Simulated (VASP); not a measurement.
# NaI: Na into a neighbouring Na vacancy, part 4 of 5

How hard is this move in NaI: Na into a neighbouring Na vacancy? Both ends are relaxed first, then a band of images between them. The start is a cell from a database of measured crystal structures.

VASP 6.6.1; PBEsol; plane waves and PAW (I, Na).

So far. Step 3 (Relax the start): The run ended after 7 ionic steps, 0.140 eV below its first step, once the forces on the free atoms met EDIFFG = -0.05. Step 4 (Relax the end): The run ended after 7 ionic steps, 0.167 eV below its first step, once the forces on the free atoms met EDIFFG = -0.05.

## (5) Nudged elastic band

Images on a straight line between the ends relax across the path, while springs keep them spaced along it.

This cell carries charge -1, set by NELECT and balanced by a uniform background.

The input, INCAR:

```
SYSTEM = Na26I27
PREC = Normal
ENCUT = 280
EDIFF = 1E-05
NELM = 120
ISMEAR = 0
SIGMA = 0.05
LREAL = Auto
ALGO = Fast
GGA = PS
NELECT = 216
NBANDS = 150
LWAVE = .FALSE.
LCHARG = .FALSE.
NCORE = 2
IMAGES = 3
SPRING = -5
IBRION = 1
POTIM = 0.3
NSW = 50
EDIFFG = -0.05
ISYM = 0
ISIF = 0
```

The input, POSCAR:

```
Na26I27
1.0
    0.0000000000      9.5764607382      9.5764607382
    9.5764607382      0.0000000000      9.5764607382
    9.5764607382      9.5764607382      0.0000000000
I Na
27 26
Direct
    0.1666043297      0.1671226672      0.1683157870
    0.1669317064      0.1673317716      0.4987152860
    0.1699847675      0.1691869397      0.8306428630
    0.1667343499      0.4981657513      0.1674801991
    0.1635719013      0.4997895057      0.5004893441
    0.1648666061      0.5000344851      0.8354048445
    0.1700799358      0.8291165390      0.1712691774
    0.1648763686      0.8350328954      0.4988898145
    0.1716977041      0.8281005522      0.8286558882
    0.4979543995      0.1670658081      0.1676047583
    0.4987217739      0.1664669482      0.5002110624
    0.4988300277      0.1648456181      0.8357741219
    0.4995840669      0.5001461454      0.1651378869
    0.4997347641      0.4999541677      0.5002401506
    0.4987705600      0.4996426018      0.8356271966
    0.4992963569      0.8348570352      0.1654971337
    0.5011556288      0.8345222487      0.4994177745
    0.5013674147      0.8321956708      0.8330697160
    0.8279588262      0.1715271411      0.1710881109
    0.8340471027      0.1649227129      0.5003482539
    0.8281653882      0.1700481396      0.8309423381
    0.8344939182      0.4995665109      0.1653846556
    0.8346671753      0.4989137823      0.5008681039
    0.8330582580      0.5018438110      0.8328295880
    0.8305595463      0.8290325158      0.1698271640
    0.8316425587      0.8325027196      0.5026508493
    0.8319364699      0.8327898373      0.8325271327
    0.9985085404      0.0001050800      0.3282562833
    0.9995176084      0.0002276635      0.6718928561
    0.0005404636      0.3276087247      0.0003583868
    0.9988808130      0.3333587280      0.3345472334
    0.9994205227      0.3262517232      0.6736889764
    0.9995277402      0.6715896070      0.9998597311
    0.9993235729      0.6721698705      0.3287251148
    0.0012133645      0.6668509852      0.6658863441
    0.3275457264      0.9995871364      0.0006845009
    0.3335177764      0.9991378738      0.3342781794
    0.3286298885      0.9995131779      0.6718960025
    0.3329579111      0.3332919952      0.0003025230
    0.3331650598      0.3340194279      0.3330658449
    0.3293805176      0.3322070050      0.6696801497
    0.3274389493      0.6720044288      0.0000125165
    0.3309572857      0.6678893346      0.3317054445
    0.3324700331      0.6681830860      0.6668537037
    0.6717555795      0.9991880078      0.0004494940
    0.6717012436      0.0001349014      0.3281465666
    0.6645420607      0.0014932806      0.6667082634
    0.6713404281      0.3287520957      0.9998522599
    0.6674385043      0.3318777910      0.3319051269
    0.6677540413      0.3305974916      0.6694020005
    0.6662327040      0.6666852809      0.0008841366
    0.6692873836      0.6683910190      0.3308389074
    0.6665858232      0.6643360093      0.6675802716
```

KPOINTS is that of step 4.

The input, 00/POSCAR:

```
Na26I27
1.0
    0.0000000000      9.5764607382      9.5764607382
    9.5764607382      0.0000000000      9.5764607382
    9.5764607382      9.5764607382      0.0000000000
I Na
27 26
Direct
    0.1666043297      0.1671226672      0.1683157870
    0.1669317064      0.1673317716      0.4987152860
    0.1699847675      0.1691869397      0.8306428630
    0.1667343499      0.4981657513      0.1674801991
    0.1635719013      0.4997895057      0.5004893441
    0.1648666061      0.5000344851      0.8354048445
    0.1700799358      0.8291165390      0.1712691774
    0.1648763686      0.8350328954      0.4988898145
    0.1716977041      0.8281005522      0.8286558882
    0.4979543995      0.1670658081      0.1676047583
    0.4987217739      0.1664669482      0.5002110624
    0.4988300277      0.1648456181      0.8357741219
    0.4995840669      0.5001461454      0.1651378869
    0.4997347641      0.4999541677      0.5002401506
    0.4987705600      0.4996426018      0.8356271966
    0.4992963569      0.8348570352      0.1654971337
    0.5011556288      0.8345222487      0.4994177745
    0.5013674147      0.8321956708      0.8330697160
    0.8279588262      0.1715271411      0.1710881109
    0.8340471027      0.1649227129      0.5003482539
    0.8281653882      0.1700481396      0.8309423381
    0.8344939182      0.4995665109      0.1653846556
    0.8346671753      0.4989137823      0.5008681039
    0.8330582580      0.5018438110      0.8328295880
    0.8305595463      0.8290325158      0.1698271640
    0.8316425587      0.8325027196      0.5026508493
    0.8319364699      0.8327898373      0.8325271327
    0.9985085404      0.0001050800      0.3282562833
    0.9995176084      0.0002276635      0.6718928561
    0.0005404636      0.3276087247      0.0003583868
    0.9988808130      0.3333587280      0.3345472334
    0.9994205227      0.3262517232      0.6736889764
    0.9995277402      0.6715896070      0.9998597311
    0.9993235729      0.6721698705      0.3287251148
    0.0012133645      0.6668509852      0.6658863441
    0.3275457264      0.9995871364      0.0006845009
    0.3335177764      0.9991378738      0.3342781794
    0.3286298885      0.9995131779      0.6718960025
    0.3329579111      0.3332919952      0.0003025230
    0.3331650598      0.3340194279      0.3330658449
    0.3293805176      0.3322070050      0.6696801497
    0.3274389493      0.6720044288      0.0000125165
    0.3309572857      0.6678893346      0.3317054445
    0.3324700331      0.6681830860      0.6668537037
    0.6717555795      0.9991880078      0.0004494940
    0.6717012436      0.0001349014      0.3281465666
    0.6645420607      0.0014932806      0.6667082634
    0.6713404281      0.3287520957      0.9998522599
    0.6674385043      0.3318777910      0.3319051269
    0.6677540413      0.3305974916      0.6694020005
    0.6662327040      0.6666852809      0.0008841366
    0.6692873836      0.6683910190      0.3308389074
    0.6665858232      0.6643360093      0.6675802716
```

The input, 01/POSCAR:

```
Na26I27
1.0
    0.0000000000      9.5764607382      9.5764607382
    9.5764607382      0.0000000000      9.5764607382
    9.5764607382      9.5764607382      0.0000000000
I Na
27 26
Direct
    0.1674972547      0.1676966661      0.1673185964
    0.1669906848      0.1672471950      0.4992919291
    0.1692897854      0.1686632810      0.8308206146
    0.1662255119      0.4986205827      0.1677696334
    0.1644317116      0.4994083064      0.5005619334
    0.1649072698      0.4998925730      0.8349126011
    0.1703329346      0.8290138878      0.1692204279
    0.1659536294      0.8334606798      0.5004153194
    0.1698278923      0.8295189450      0.8303518783
    0.4982244657      0.1666202617      0.1677372037
    0.4984536836      0.1666597812      0.5004564309
    0.4988271811      0.1655180263      0.8352452198
    0.4999675559      0.4997473098      0.1656822492
    0.4998599684      0.5000884468      0.4997592093
    0.4987505143      0.5000202183      0.8351636920
    0.4997832986      0.8343524086      0.1655511310
    0.5004228405      0.8345613408      0.4995660442
    0.5009929766      0.8327786613      0.8331136046
    0.8283511886      0.1709540708      0.1690531498
    0.8328698966      0.1662067190      0.5014274242
    0.8297406479      0.1690571348      0.8313434789
    0.8341953122      0.4999487387      0.1652872086
    0.8344660620      0.4993941106      0.5001879559
    0.8332441789      0.5013970650      0.8328007071
    0.8308025410      0.8299075167      0.1689924120
    0.8307999295      0.8318201794      0.5031022312
    0.8318101471      0.8328866281      0.8334211624
    0.9987081040      0.0000886013      0.2475894457
    0.9998450865     -0.0001514848      0.6695231294
    0.0004768094      0.3274454458      0.0015516383
    0.9990001734      0.3320826749      0.3343194088
    0.9995045648      0.3282420234      0.6717209646
    0.9995706626      0.6701912748      0.9998401844
    0.9993238381      0.6721278768      0.3298975157
    0.0004361828      0.6680426743      0.6650336035
    0.3277650769      0.9998340171      0.0016487753
    0.3321613329      0.9990254806      0.3342595688
    0.3295382066      0.9993334386      0.6709797257
    0.3320151915      0.3329926999      0.0011749029
    0.3330983084      0.3337424500      0.3332578826
    0.3304364663      0.3325616981      0.6688545597
    0.3285082228      0.6709195254      0.0008285037
    0.3302941979      0.6686526659      0.3321498476
    0.3319577128      0.6681756786      0.6663975468
    0.6701979087      0.9998268803      0.0003061102
    0.6713511218      0.0000518289      0.3297060572
    0.6660923506      0.0012384782      0.6657724550
    0.6706646178      0.3291769071      1.0003795579
    0.6686110204      0.3307892689      0.3322666720
    0.6678343906      0.3310225525      0.6682140174
    0.6662318836      0.6667231323      0.0005600911
    0.6684481162      0.6680171559      0.3313332267
    0.6668148000      0.6655739756      0.6667459479
```

The input, 02/POSCAR:

```
Na26I27
1.0
    0.0000000000      9.5764607382      9.5764607382
    9.5764607382      0.0000000000      9.5764607382
    9.5764607382      9.5764607382      0.0000000000
I Na
27 26
Direct
    0.1683901797      0.1682706649      0.1663214057
    0.1670496633      0.1671626183      0.4998685722
    0.1685948034      0.1681396224      0.8309983663
    0.1657166740      0.4990754142      0.1680590678
    0.1652915218      0.4990271072      0.5006345226
    0.1649479335      0.4997506608      0.8344203577
    0.1705859335      0.8289112366      0.1671716784
    0.1670308902      0.8318884642      0.5019408244
    0.1679580806      0.8309373378      0.8320478684
    0.4984945318      0.1661747152      0.1678696492
    0.4981855933      0.1668526142      0.5007017994
    0.4988243346      0.1661904344      0.8347163178
    0.5003510449      0.4993484743      0.1662266114
    0.4999851728      0.5002227260      0.4992782680
    0.4987304686      0.5003978348      0.8347001874
    0.5002702402      0.8338477820      0.1656051284
    0.4996900522      0.8346004329      0.4997143140
    0.5006185386      0.8333616518      0.8331574932
    0.8287435510      0.1703810004      0.1670181887
    0.8316926905      0.1674907251      0.5025065945
    0.8313159076      0.1680661300      0.8317446197
    0.8338967063      0.5003309664      0.1651897616
    0.8342649487      0.4998744388      0.4995078080
    0.8334300998      0.5009503190      0.8327718262
    0.8310455358      0.8307825176      0.1681576600
    0.8299573002      0.8311376391      0.5035536132
    0.8316838243      0.8329834188      0.8343151922
    0.9989076677      0.0000721226      0.1669226082
    1.0001725647     -0.0005306330      0.6671534026
    0.0004131553      0.3272821669      0.0027448898
    0.9991195338      0.3308066218      0.3340915842
    0.9995886070      0.3302323236      0.6697529528
    0.9996135850      0.6687929426      0.9998206377
    0.9993241032      0.6720858830      0.3310699166
   -0.0003409988      0.6692343634      0.6641808628
    0.3279844274      1.0000808978      0.0026130496
    0.3308048894      0.9989130874      0.3342409583
    0.3304465248      0.9991536994      0.6700634490
    0.3310724718      0.3326934047      0.0020472828
    0.3330315570      0.3334654721      0.3334499202
    0.3314924150      0.3329163912      0.6680289697
    0.3295774963      0.6698346220      0.0016444909
    0.3296311101      0.6694159972      0.3325942506
    0.3314453926      0.6681682712      0.6659413899
    0.6686402380      1.0004657527      0.0001627263
    0.6710010000     -0.0000312437      0.3312655478
    0.6676426405      0.0009836758      0.6648366466
    0.6699888074      0.3296017185      1.0009068559
    0.6697835365      0.3297007468      0.3326282172
    0.6679147399      0.3314476134      0.6670260344
    0.6662310632      0.6667609837      0.0002360456
    0.6676088488      0.6676432928      0.3318275460
    0.6670437769      0.6668119418      0.6659116242
```

The input, 03/POSCAR:

```
Na26I27
1.0
    0.0000000000      9.5764607382      9.5764607382
    9.5764607382      0.0000000000      9.5764607382
    9.5764607382      9.5764607382      0.0000000000
I Na
27 26
Direct
    0.1692831048      0.1688446638      0.1653242151
    0.1671086418      0.1670780416      0.5004452152
    0.1678998213      0.1676159638      0.8311761180
    0.1652078360      0.4995302456      0.1683485021
    0.1661513320      0.4986459080      0.5007071119
    0.1649885972      0.4996087487      0.8339281143
    0.1708389324      0.8288085855      0.1651229290
    0.1681081510      0.8303162486      0.5034663293
    0.1660882688      0.8323557307      0.8337438585
    0.4987645980      0.1657291688      0.1680020946
    0.4979175030      0.1670454471      0.5009471679
    0.4988214880      0.1668628426      0.8341874158
    0.5007345340      0.4989496388      0.1667709736
    0.5001103772      0.5003570052      0.4987973267
    0.4987104228      0.5007754513      0.8342366829
    0.5007571819      0.8333431553      0.1656591258
    0.4989572638      0.8346395249      0.4998625837
    0.5002441006      0.8339446424      0.8332013818
    0.8291359134      0.1698079301      0.1649832276
    0.8305154845      0.1687747312      0.5035857648
    0.8328911673      0.1670751251      0.8321457605
    0.8335981003      0.5007131942      0.1650923146
    0.8340638354      0.5003547670      0.4988276600
    0.8336160207      0.5005035731      0.8327429453
    0.8312885305      0.8316575185      0.1673229080
    0.8291146710      0.8304550988      0.5040049951
    0.8315575015      0.8330802096      0.8352092220
    0.9991072314      0.0000556438      0.0862557706
    1.0005000428     -0.0009097813      0.6647836758
    0.0003495012      0.3271188880      0.0039381412
    0.9992388943      0.3295305687      0.3338637596
    0.9996726492      0.3322226238      0.6677849411
    0.9996565074      0.6673946104      0.9998010910
    0.9993243684      0.6720438892      0.3322423176
   -0.0011181805      0.6704260526      0.6633281222
    0.3282037778      1.0003277786      0.0035773240
    0.3294484459      0.9988006943      0.3342223478
    0.3313548430      0.9989739601      0.6691471722
    0.3301297522      0.3323941094      0.0029196626
    0.3329648057      0.3331884942      0.3336419579
    0.3325483638      0.3332710842      0.6672033797
    0.3306467698      0.6687497186      0.0024604781
    0.3289680223      0.6701793285      0.3330386536
    0.3309330723      0.6681608637      0.6654852330
    0.6670825672      1.0011046252      0.0000193425
    0.6706508782     -0.0001143162      0.3328250385
    0.6691929304      0.0007288734      0.6639008383
    0.6693129971      0.3300265298      1.0014341539
    0.6709560526      0.3286122247      0.3329897623
    0.6679950892      0.3318726743      0.6658380514
    0.6662302428      0.6667988351     -0.0000879998
    0.6667695815      0.6672694296      0.3323218654
    0.6672727537      0.6680499080      0.6650773004
```

The input, 04/POSCAR:

```
Na26I27
1.0
    0.0000000000      9.5764607382      9.5764607382
    9.5764607382      0.0000000000      9.5764607382
    9.5764607382      9.5764607382      0.0000000000
I Na
27 26
Direct
    0.1701760298      0.1694186627      0.1643270245
    0.1671676202      0.1669934650      0.5010218583
    0.1672048392      0.1670923051      0.8313538696
    0.1646989981      0.4999850770      0.1686379364
    0.1670111423      0.4982647087      0.5007797011
    0.1650292609      0.4994668366      0.8334358709
    0.1710919312      0.8287059343      0.1630741795
    0.1691854118      0.8287440330      0.5049918342
    0.1642184571      0.8337741235      0.8354398486
    0.4990346642      0.1652836224      0.1681345400
    0.4976494127      0.1672382801      0.5011925364
    0.4988186414      0.1675352508      0.8336585137
    0.5011180230      0.4985508032      0.1673153359
    0.5002355815      0.5004912843      0.4983163854
    0.4986903771      0.5011530678      0.8337731783
    0.5012441236      0.8328385287      0.1657131231
    0.4982244755      0.8346786170      0.5000108534
    0.4998696625      0.8345276329      0.8332452704
    0.8295282758      0.1692348598      0.1629482665
    0.8293382784      0.1700587373      0.5046649351
    0.8344664270      0.1660841203      0.8325469013
    0.8332994944      0.5010954220      0.1649948676
    0.8338627221      0.5008350953      0.4981475120
    0.8338019416      0.5000568271      0.8327140644
    0.8315315252      0.8325325194      0.1664881560
    0.8282720418      0.8297725586      0.5044563770
    0.8314311787      0.8331770004      0.8361032517
    0.9993067950      0.0000391651      0.0055889330
    1.0008275209     -0.0012889295      0.6624139491
    0.0002858470      0.3269556091      0.0051313927
    0.9993582547      0.3282545156      0.3336359350
    0.9997566913      0.3342129240      0.6658169293
    0.9996994298      0.6659962782      0.9997815443
    0.9993246336      0.6720018955      0.3334147185
   -0.0018953622      0.6716177417      0.6624753816
    0.3284231283      1.0005746593      0.0045415984
    0.3280920024      0.9986883011      0.3342037372
    0.3322631611      0.9987942208      0.6682308954
    0.3291870326      0.3320948141      0.0037920425
    0.3328980543      0.3329115163      0.3338339956
    0.3336043125      0.3336257773      0.6663777897
    0.3317160433      0.6676648152      0.0032764653
    0.3283049345      0.6709426598      0.3334830567
    0.3304207520      0.6681534563      0.6650290761
    0.6655248964      1.0017434976     -0.0001240413
    0.6703007564     -0.0001973887      0.3343845291
    0.6707432203      0.0004740710      0.6629650299
    0.6686371868      0.3304513412      1.0019614519
    0.6721285687      0.3275237026      0.3333513074
    0.6680754385      0.3322977352      0.6646500683
    0.6662294224      0.6668366865     -0.0004120453
    0.6659303141      0.6668955665      0.3328161847
    0.6675017306      0.6692878743      0.6642429767
```

Launch:

```sh
mpirun -np 6 vasp_gam
```

Log:

```text
[banner, memory and clock lines left out]
running    6 mpi-ranks, on    1 nodes
 each image running on    2 cores
[...]
01/POSCAR found :  2 types and      53 ions
 [... a notice as in an earlier step ...]

 LDA part: xc-table for (Slater+PW92), standard interpolation
[...]
00/POSCAR found :  2 types and      53 ions
[...]
04/POSCAR found :  2 types and      53 ions
 POSCAR, INCAR and KPOINTS ok, starting setup
[...]
entering main loop
       N       E                     dE             d eps       ncg     rms          rms(c)
DAV:   1     0.143714668868E+04    0.14371E+04   -0.55871E+04   300   0.717E+02
DAV:   2     0.921099202947E+02   -0.13450E+04   -0.12675E+04   466   0.164E+02
DAV:   3    -0.133556247153E+03   -0.22567E+03   -0.22402E+03   352   0.745E+01
DAV:   4    -0.147066104087E+03   -0.13510E+02   -0.13493E+02   376   0.212E+01
BRMIX: very serious problems
 the old and the new charge density differ
 old charge density:   215.00000 new  216.00000
BRMIX: very serious problems
 the old and the new charge density differ
 old charge density:   215.00000 new  216.00000
DAV:   5    -0.147642133169E+03   -0.57603E+00   -0.57591E+00   376   0.482E+00BRMIX: very serious problems
 the old and the new charge density differ
 old charge density:   215.00000 new  216.00000
    0.775E+00
RMM:   6    -0.145631772263E+03    0.20104E+01   -0.25016E+00   300   0.229E+00    0.465E+00
RMM:   7    -0.145304901119E+03    0.32687E+00   -0.42158E+00   300   0.283E+00    0.235E+00
RMM:   8    -0.145323313465E+03   -0.18412E-01   -0.22508E-01   300   0.103E+00    0.264E+00
RMM:   9    -0.145308764704E+03    0.14549E-01   -0.10605E-01   300   0.600E-01    0.397E+00
[...]
RMM:  25    -0.145299553573E+03    0.57350E-04   -0.89135E-05   296   0.151E-02    0.182E-01
RMM:  26    -0.145299540864E+03    0.12710E-04   -0.35426E-05   235   0.101E-02    0.156E-01
RMM:  27    -0.145299537342E+03    0.35215E-05   -0.70139E-06   191   0.601E-03
   1 F= -.14529954E+03 E0= -.14529954E+03  d E =-.145300E+03
[... from here on, the cycles between the ionic steps are left out ...]
   2 F= -.14546114E+03 E0= -.14546114E+03  d E =-.161602E+00
   3 F= -.14567259E+03 E0= -.14567259E+03  d E =-.211453E+00
   4 F= -.14574532E+03 E0= -.14574532E+03  d E =-.727264E-01
   5 F= -.14577144E+03 E0= -.14577144E+03  d E =-.261205E-01
   6 F= -.14579183E+03 E0= -.14579183E+03  d E =-.203928E-01
   7 F= -.14581479E+03 E0= -.14581479E+03  d E =-.229582E-01
   8 F= -.14583084E+03 E0= -.14583084E+03  d E =-.160534E-01
   9 F= -.14584626E+03 E0= -.14584626E+03  d E =-.154126E-01
  10 F= -.14585716E+03 E0= -.14585716E+03  d E =-.108997E-01
  11 F= -.14586630E+03 E0= -.14586630E+03  d E =-.913988E-02
  12 F= -.14587579E+03 E0= -.14587579E+03  d E =-.949303E-02
  13 F= -.14588362E+03 E0= -.14588362E+03  d E =-.782669E-02
  14 F= -.14589033E+03 E0= -.14589033E+03  d E =-.671590E-02
  15 F= -.14589550E+03 E0= -.14589550E+03  d E =-.516330E-02
  16 F= -.14589997E+03 E0= -.14589997E+03  d E =-.447189E-02
  17 F= -.14590210E+03 E0= -.14590210E+03  d E =-.213566E-02
  18 F= -.14590471E+03 E0= -.14590471E+03  d E =-.260757E-02
  19 F= -.14590672E+03 E0= -.14590672E+03  d E =-.200838E-02
  20 F= -.14590822E+03 E0= -.14590822E+03  d E =-.149755E-02
  21 F= -.14591169E+03 E0= -.14591169E+03  d E =-.347008E-02
 BRION: g(F)=  0.142E-02 g(S)=  0.000E+00
 BRIONS problems: POTIM should be increased
 retain N=  1 mean eig=21.56
 eig:  21.558
 reached required accuracy - stopping structural energy minimisation
```

It took 10 min on 6 MPI ranks of Intel Xeon Platinum 8259CL at 2.50GHz (Skylake/Cascade Lake), shared host; peak memory 1.9 GiB.

[end of part 4 of 5]

[Lines on the potential files, build, host, timing and source positions are cut from VASP's logs without a mark.]

[Logs are printed without paths, hosts, clocks, repeated set-up lines and the standing remarks that a program may print on its own settings, such as how far it seeks lower states.]

[Hosts, paths, dates, database ids (printed as entryN), source tags and the programs' standing remarks are cut or masked in the printed files.]

[Runs that stopped without an error message from VASP are left out.]
